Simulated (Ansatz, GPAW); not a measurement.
# A Ga chain with one Sn atom in line: relaxation, then transmission at several levels, part 2 of 4

Aim: the conductance of a Ga chain with one Sn atom in line after relaxation, and whether geometry, basis or functional moves it most.

GPAW 26.7.0 and Ansatz 0.2.0; Ansatz plane waves; relaxation of the junction with the lead ends held; PAW set soft_1 (the session's first sound run).

So far. Step 2 (Relaxing the atoms): The relaxation lowered the energy of the cell by 0.481 eV.

**3. Plane waves, PBE**

Plane waves give the reference curve, free of the bias of atom-centred orbitals.

This step: Ansatz plane waves; Landauer transmission by layers, zero bias; PAW set soft_1 (Ansatz 0.2.0).

input.yaml

```yaml
crystal:
  lattice:
    - [9.0, 0.0, 0.0]
    - [0.0, 9.0, 0.0]
    - [0.0, 0.0, 33.323]
  atoms:
    - { symbol: Ga, position: [0.5, 0.5, 0.0382618612] }
    - { symbol: Ga, position: [0.5, 0.5, 0.1147855835] }
    - { symbol: Ga, position: [0.5, 0.5, 0.1913093059] }
    - { symbol: Ga, position: [0.5, 0.5, 0.2678330282] }
    - { symbol: Ga, position: [0.5937013519, 0.4517106238, 0.3454403786] }
    - { symbol: Ga, position: [0.5015178874, 0.493681626, 0.4232107251] }
    - { symbol: Sn, position: [0.6050684487, 0.4650777117, 0.4985364965] }
    - { symbol: Ga, position: [0.5027207417, 0.501374255, 0.5737383981] }
    - { symbol: Ga, position: [0.5993328012, 0.4806830519, 0.6524940036] }
    - { symbol: Ga, position: [0.5, 0.5, 0.7321669718] }
    - { symbol: Ga, position: [0.5, 0.5, 0.8086906941] }
    - { symbol: Ga, position: [0.5, 0.5, 0.8852144165] }
    - { symbol: Ga, position: [0.5, 0.5, 0.9617381388] }
kpoints:
  mp_grid: { grid: [1, 1, 3] }
hamiltonian:
  xc: pbe
  pseudopotentials: { kind: paw, azcp: { folder: soft_1 } }
scf:
  occupations: { method: fermi_dirac, width: 0.1 }
output:
  transmission:
    leads: [[0, 1]]
    e_range: [-2, 2]
    de: 0.025
    kmesh: [1, 1]
    reduced_basis: true
  write_potential: true
  write_density: true
  volumetric_format: npy
  elf: true
```

Run with:

```
> ansatz run input.yaml --threads 4 --pin off --max-ram 8192MiB --backend cpu --events-out ev --progress --plain --runs-dir out
```

Numbers of over 12 decimals in the logs are rounded to 6 here.

Log:

```text
[...]
Crystal: 13 atoms, lattice volume = 2699.163 Å³
Basis set: ecut = 420 eV, 52723 PW (Γ)
Bands: 102, of which v1, the nominal top of the filled ones, is band 85 counted from 1 (84 counted from 0)
Symmetry: 1 space group operations
[...]
k-points: 2 of 3 (time reversal used)
[...]
SCF iter   1: F=—  HF=-51405.464161 eV  |F-HF|=—  |Δ(HF+E_count)|=         —  Δρ=8.19e-3  dr2=7.09e0  ethr=3.10e-3  ⟨swp⟩=6.0  Hψ=706  notcnv=0
[...]
SCF iter  13: F=-51404.323929 eV  HF=-51404.323929 eV  |F-HF|=9.98e-9  |Δ(HF+E_count)|=   5.44e-9  Δρ=4.70e-7  dr2=1.69e-8  ethr=5.88e-11  ⟨swp⟩=6.0  Hψ=470  notcnv=0
SCF 1 converged in 13 iterations: F = -51404.323929 eV  dr2 = 1.69e-8
[...]
transmission: 42 of 252 steps passed
transmission: 84 of 252 steps passed
[...]
transmission: 252 of 252 steps passed
WARN: The output density's exchange-correlation potential varies sharply where the density is thin. Do not read a vacuum level from v_tot or v_xc, or from such a field of the output density. On a cell that repeats whose density bears no net charge and no dipole along the vacuum's axis use v_es (v_loc + v_h of the components); under efield.dipole_correction with no amplitude use v_es + v_field, which holds any externa [...]
SCF converged after 13 iterations
Free energy (F): -51404.323929 eV
[...]
Internal energy: -51403.606059 eV  (E = F + TS)
E sigma→0 (E₀):  -51403.964994 eV
Entropy (-TS):   -0.717870 eV (-55.221 meV/atom)
Fermi energy:    -2.522963 eV
[...]
--- Band table (eV) ---
  k-point 0: bands = [... 81 lower, -2.7815, -2.6892, -2.6334, -2.5902, -2.4993, -2.4603, -2.2792, -2.1665, ... 13 higher]
  k-point 1: bands = [... 81 lower, -2.7772, -2.7254, -2.6904, -2.5530, -2.5299, -2.3658, -2.2690, -2.1004, ... 13 higher]
--- Transmission ---
  basis      : 717 plane waves across, 42 finite elements along
  points     : 1, standing for a mesh of 1 x 1
  filling    : by the input's occupations and mesh, since the crystals that have channels conduct as metals do. If one of these is a semiconductor, that mesh has misplaced its level
  energies   : 161 from -2.000000 to 2.000000 eV about the Fermi level, 0.025000 eV apart; the leads are filled to 0.000000 eV, and channels, transmission and decay are at 0.000000 eV
  crystal 0  : Ga1, at the sites [0, 1], period 2.5500 Å, over 20.40 Å; its Hamiltonian steps by up to 36.3 meV: too much for a lead, lay more layers or, if its atoms are ordered, name the step of that order
    offset         : up to 0.0000 Å between an atom of the period and one for which it stands
    filled         : 34.6 meV over the level at which it is neutral
    channels       : 3.000000e0 a spin
    conductance    : 2.8696e14 S/m² at 300 K; may be off by some 0.0 % by where its bands' edges are placed, 0.0 % from the distance to neutral
  junction   : crystal 0 to crystal 0, 0.70 to 31.47 Å
    transmission   : 9.973899e-1 a spin
    error estimate : 2.792246e-4 a spin from the reduction of the transverse basis, at the most 1.397714e-3 at -0.250000 eV
    conductance    : 9.5844e13 S/m² at 300 K (9.5843e13 on every other energy)
    error estimate : 0.0 % from the energy spacing and 0.0 % from band edges of the leads and from resonances (wavevectors taken as independent; lower de), 0.0 % from the reduction of the transverse basis, 1.1 % from the steps of its leads' Hamiltonians or their offsets (lay more layers), 0.3 % from the distance to neutral
    resistance     : 6.9488e-3 Ω µm² beyond half of each lead's own
```

Wall time 65 s (4 threads of Intel Xeon Platinum 8488C (Sapphire Rapids), shared host); peak memory 2.9 GiB; 3.5 min of CPU time.

In the SCF lines HF is the Harris–Foulkes energy and dr2 the Hartree energy of the density residual, in eV; the loop may stop once dr2 is under the threshold and the program's other checks hold. Hψ counts applications of the Hamiltonian.

This step gave:

| Property | Result |
| --- | --- |
| free energy | -51404.3239 eV |
| lead level | 0 eV from the Fermi level |
| transmission at the Fermi level (one spin) | 0.9974 |
| open channels of the lead at the Fermi level (one spin) | 3 |
| step of the potential along the lead | 36.3 meV |
| offset of the lead | 0 Å |
| filling of the lead less its bulk value, in size | 34.6 meV |
| conductance | 1.002 G₀ |

One spin. Table of transmission, zone mean by energy, zero at the Fermi level:

```
energy (eV)  transmission, zone mean
     -2.000                   0.0675
     -1.900                   0.0595
     -1.800                   0.0523
     -1.700                   0.0443
     -1.600                   0.0310
     -1.500                        0
     -1.400                   0.0890
     -1.300                   0.0753
     -1.200                   0.0725
     -1.100                   0.0776
     -1.000                   0.0933
     -0.900                    0.132
     -0.800                    0.240
     -0.700                    0.579
     -0.600                    0.999
     -0.500                    0.853
     -0.400                    0.872
     -0.300                    0.992
     -0.250                     1.43
     -0.200                     1.09
     -0.100                     1.02
      0.000                    0.997
      0.100                     1.02
      0.200                     1.09
      0.300                     1.22
      0.400                     1.40
      0.500                     1.62
      0.600                     1.82
      0.700                     1.99
      0.800                     2.15
      0.900                     2.29
      1.000                     2.42
      1.100                     2.51
      1.200                     2.57
      1.300                     2.61
      1.400                     2.65
      1.500                     2.68
      1.600                     2.71
      1.700                     2.73
      1.800                     2.74
      1.900                     2.75
      2.000                     2.77
```

One spin. The open channels, zone mean by energy, zero at the Fermi level:

```
energy (eV)  open channels, zone mean
     -2.000                         1
     -1.900                         1
     -1.800                         1
     -1.700                         1
     -1.600                         1
     -1.500                         0
     -1.400                         1
     -1.300                         1
     -1.200                         1
     -1.100                         1
     -1.000                         1
     -0.900                         1
     -0.800                         1
     -0.700                         1
     -0.600                         1
     -0.500                         1
     -0.400                         1
     -0.300                         1
     -0.200                         3
     -0.100                         3
      0.000                         3
      0.100                         3
      0.200                         3
      0.300                         3
      0.400                         3
      0.500                         3
      0.600                         3
      0.700                         3
      0.800                         3
      0.900                         3
      1.000                         3
      1.100                         3
      1.200                         3
      1.300                         3
      1.400                         3
      1.500                         3
      1.600                         3
      1.700                         3
      1.800                         3
      1.900                         3
      2.000                         3
```

Crystal 0, spin -, k parallel (0, 0); distinct values, listed up to 1.5 1/Å. Im kz of the slowest decaying states against energy, zero at the Fermi level:

```
energy (eV)  decay 1 (Å⁻¹)  decay 2 (Å⁻¹)  decay 3 (Å⁻¹)  decay 4 (Å⁻¹)
     -2.000          0.643          0.644           1.14           1.27
     -1.800          0.606          0.607           1.12           1.25
     -1.600          0.566          0.567           1.09           1.23
     -1.400          0.523          0.524           1.07           1.20
     -1.200          0.475          0.476           1.04           1.18
     -1.000          0.422          0.423           1.01           1.16
     -0.800          0.360          0.362          0.988           1.14
     -0.600          0.285          0.287          0.961           1.11
     -0.400          0.179          0.182          0.932           1.09
     -0.200          0.903           1.06           1.18           1.18
      0.000          0.873           1.04           1.15           1.15
      0.200          0.842           1.01           1.13           1.13
      0.400          0.810          0.986           1.11           1.11
      0.600          0.776          0.959           1.09           1.09
      0.800          0.741          0.931           1.06           1.06
      1.000          0.704          0.902           1.04           1.04
      1.200          0.665          0.872           1.01           1.01
      1.400          0.624          0.841          0.985          0.988
      1.600          0.580          0.809          0.958          0.962
      1.800          0.532          0.776          0.930          0.935
      2.000          0.480          0.741          0.901          0.907
```

Crystal 0, spin -, k parallel (0, 0). Table of Re kz of states that move upwards by energy, zero at the Fermi level:

```
energy (eV)  channel 1 (Å⁻¹)  channel 2 (Å⁻¹)  channel 3 (Å⁻¹)
     -2.000             1.18                -                -
     -1.900             1.19                -                -
     -1.800             1.20                -                -
     -1.700             1.21                -                -
     -1.600             1.22                -                -
     -1.500                -                -                -
     -1.400            -1.23                -                -
     -1.300            -1.21                -                -
     -1.200            -1.20                -                -
     -1.100            -1.19                -                -
     -1.000            -1.18                -                -
     -0.900            -1.17                -                -
     -0.800            -1.16                -                -
     -0.700            -1.16                -                -
     -0.600            -1.15                -                -
     -0.500            -1.14                -                -
     -0.400            -1.13                -                -
     -0.300            -1.12                -                -
     -0.200            -1.11            0.126            0.130
     -0.100            -1.10            0.201            0.204
      0.000            -1.09            0.256            0.258
      0.100            -1.08            0.300            0.302
      0.200            -1.07            0.339            0.341
      0.300            -1.06            0.374            0.376
      0.400            -1.05            0.407            0.408
      0.500            -1.04            0.436            0.438
      0.600            -1.04            0.464            0.466
      0.700            -1.03            0.491            0.492
      0.800            -1.02            0.516            0.517
      0.900            -1.01            0.540            0.541
      1.000           -1.000            0.564            0.565
      1.100           -0.991            0.586            0.587
      1.200           -0.983            0.608            0.609
      1.300           -0.974            0.629            0.630
      1.400           -0.966            0.649            0.650
      1.500           -0.957            0.669            0.670
      1.600           -0.949            0.688            0.689
      1.700           -0.940            0.707            0.708
      1.800           -0.932            0.725            0.726
      1.900           -0.924            0.744            0.744
      2.000           -0.916            0.761            0.762
```

The electrostatic potential energy of an electron (with the applied field's), less the Fermi level, planar mean oscillates, so the rows of the table below give means over windows of 1.33 Å about each position, cut where the curve ends. Its first 14 maxima inside the range that stand out by 2 % of the span (Å: eV): 1.3: 3.54, 2.5: 3.63, 3.9: 3.55, 5.0: 3.62, 6.4: 3.51, 7.6: 3.53, 8.9: 3.41, 10.2: 3.48, 11.6: 3.38, 12.9: 3.56, 14.1: 3.59, 15.3: 3.73, 16.6: 2.80, 17.9: 3.72. Its first 14 minima: 0.7: 3.24, 1.9: 3.24, 3.3: 3.24, 4.4: 3.24, 5.8: 3.21, 7.0: 3.18, 8.3: 3.11, 9.5: 3.10, 11.0: 3.07, 12.1: 3.10, 13.5: 3.21, 14.7: 3.35, 16.3: 2.73, 17.0: 2.73.

The electrostatic potential energy of an electron (with the applied field's), less the Fermi level, planar mean by z; means over each step:

z (Å), electrostatic potential energy of an electron (with the applied field's), less the Fermi level, planar mean (eV) and a bar from the least value:
```
     0.67       3.42 ###########################
     2.00       3.43 ###########################
     3.33       3.42 ###########################
     4.66       3.44 ############################
     5.99       3.38 #########################
     7.32       3.37 #########################
     8.64       3.26 ####################
     9.98       3.31 ######################
    11.30       3.22 ###################
    12.64       3.36 #########################
    13.96       3.42 ###########################
    15.30       3.49 ##############################
    16.62       2.79 
    17.95       3.49 ##############################
    19.29       3.40 ##########################
    20.62       3.34 ########################
    21.95       3.18 #################
    23.27       3.30 ######################
    24.61       3.23 ###################
    25.94       3.36 ########################
    27.27       3.37 #########################
    28.59       3.44 ############################
    29.93       3.41 ###########################
    31.26       3.43 ############################
    32.59       3.40 ##########################
```

The valence density, planar mean oscillates, so the rows of the table below give means over windows of 2.52 Å about each position, cut where the curve ends. Its maxima inside the range that stand out by 2 % of the span (Å: e/Å³): 1.3: 0.208, 3.9: 0.214, 6.4: 0.215, 8.9: 0.212, 11.6: 0.211, 14.1: 0.212, 16.6: 0.155, 19.1: 0.214, 21.8: 0.213, 24.4: 0.212, 27.0: 0.215, 29.5: 0.214, 32.0: 0.208. Its minima: 2.5: 0.0138, 5.0: 0.0139, 7.7: 0.0137, 10.2: 0.0130, 12.7: 0.0129, 15.3: 0.0175, 17.9: 0.0176, 20.4: 0.0125, 23.1: 0.0121, 25.6: 0.0136, 28.3: 0.0139, 30.8: 0.0137.

Valence density, planar mean against z; means over each step:

```
z (Å)  valence density, planar mean (e/Å³)
 1.26                               0.0635
 3.78                               0.0636
 6.30                               0.0636
 8.82                               0.0634
11.34                               0.0630
13.86                               0.0636
16.38                               0.0680
18.90                               0.0645
21.42                               0.0627
23.94                               0.0628
26.46                               0.0635
28.98                               0.0635
31.50                               0.0634
```

ELF in the ca plane at fractional y = 0.481, with atoms of Ga and Sn within 0.2 Å of it. It is the smooth field of the valence electrons, not physical close to the nuclei.

Ten even steps from '0' (0.00) to '9' (0.66), each cell a mean:
```
00000000000000000000000000000000000000000000
00000000000100000000001122221100000000011100
00000000112221100000012344443210000001233321
00000001234554210000124677775421000013566642
10000001367886421000136899998631000135899874
21111112589998742101257998899742101257999996
32222224788767863111368865568853111368766897
54334445776555674333467642346764333576544578
76554567764214576544577520025774345675311368
77644457853003587444467410015764445775211358
68532246864213686421357531135753124785311458
68521026864444786300257643446751113696444468
57531136864445796411358754457752114797544468
67654457853334697543468755567764445896433358
66665568742112589765677544445776567985211247
54567888631011378987775433334567789863100136
32346776421001246777643221122346777642000024
11123444210000123444321111111123444321000012
00011222100000011221110000000011111110000001
00000010000000000000000000000000000000000000
00000000000000000000000000000000000000000000
00000000000000000000000000000000000000000000
00000000000000000000000000000000000000000000
00000000000000000000000000000000000000000000
```
Columns run along c (16.0 Å, from fractional 0.22 to 0.70 of the cell), rows up along a (9.0 Å). Atoms in or near the plane, at fractional coordinates: Ga at (0.27, 0.50), Ga at (0.42, 0.50), Sn at (0.50, 0.61), Ga at (0.57, 0.50), Ga at (0.65, 0.60).

Valence density in the ca plane at fractional y = 0.481, with atoms of Ga and Sn within 0.2 Å of it. It is the smooth field of the valence electrons, not physical close to the nuclei.

Ten steps, logarithmic in the rise over the least value, from '0' (0 e/Å³) to '9' (28 e/Å³), each cell a mean:
```
00000000000000000000000000000000000000000000
00000000000000000000000000000000000000000000
00000000000000000000000000000000000000000000
00000000000000000000000000000000000000000000
00000000000000000000000000000000000000000000
00000000000000000000000000000000000000000000
00000000000110000000000012210000000000111100
00000000011221100000000134431000000001233210
00000000013663110000001257752100000011587411
10112211124884211122111357752111221112699521
11136631113663111366421246642124653111476311
21259952111221112499621123321126984111122111
21248841100010011478521111111125873110000000
11123321000000001233210000000012331100000000
00011110000000000111100000000001110000000000
00000000000000000000000000000000000000000000
00000000000000000000000000000000000000000000
00000000000000000000000000000000000000000000
00000000000000000000000000000000000000000000
00000000000000000000000000000000000000000000
00000000000000000000000000000000000000000000
00000000000000000000000000000000000000000000
00000000000000000000000000000000000000000000
00000000000000000000000000000000000000000000
```
Columns run along c (16.0 Å, from fractional 0.22 to 0.70 of the cell), rows up along a (9.0 Å). Atoms in or near the plane, at fractional coordinates: Ga at (0.27, 0.50), Ga at (0.42, 0.50), Sn at (0.50, 0.61), Ga at (0.57, 0.50), Ga at (0.65, 0.60).

Electrostatic potential energy in the ca plane at fractional y = 0.481, with atoms of Ga and Sn within 0.2 Å of it. With pseudopotentials it is smooth inside the atoms' cores, unlike the true potential.

Ten even steps from '0' (-14 eV) to '9' (8 eV), each cell a mean:
```
66666666666666667777777777777777777666666666
66666666666666667777777777777777777666666666
66666666666666666777777777777777777666666666
66666666666666666677777766667777776666666666
66666666666666666667776666666677766666666666
66666666666556666666666655556666666666555666
66666666654334566666666421124666666665322456
66666666541011456666665200002566666653032145
56544455522993155544453006500454345541699415
45410014415996144101133009700331102440899614
14227822422883242288313101001314872341488324
03169961441111441699713300013318994254111144
13149951454334552499614543345416993255433455
34313313566556654133135665566531321466655665
55532235666666665422356666666653234566666666
66655556666666666655566677776665556666666666
66666666666666666666666777777666666666666666
66666666666666666666667777777766666666666666
66666666666666666666677777777776666666666666
66666666666666666667777777777777666666666666
66666666666666667777777777777777777666666666
66666666666666677777777777777777777666666666
66666666666666677777777777777777777766666666
66666666666666677777777777777777777766666666
```
Columns run along c (16.0 Å, from fractional 0.22 to 0.70 of the cell; values clipped at the 3rd and 97th percentile), rows up along a (9.0 Å). Atoms in or near the plane, at fractional coordinates: Ga at (0.27, 0.50), Ga at (0.42, 0.50), Sn at (0.50, 0.61), Ga at (0.57, 0.50), Ga at (0.65, 0.60).

T at the Fermi level is 0.997; the potential still steps by 36.3 meV from one lead period to the next, more than the program accepts for a lead, so the cell is too short for a firm reference, and the program's own error estimates apply.

[end of part 2 of 4]

[Logs are printed without paths, hosts, clocks, repeated set-up lines and the standing remarks that a program may print on its own settings, such as how far it seeks lower states.]

[Hosts, paths, dates, database ids (printed as entryN), source tags and the programs' standing remarks are cut or masked in the printed files.]
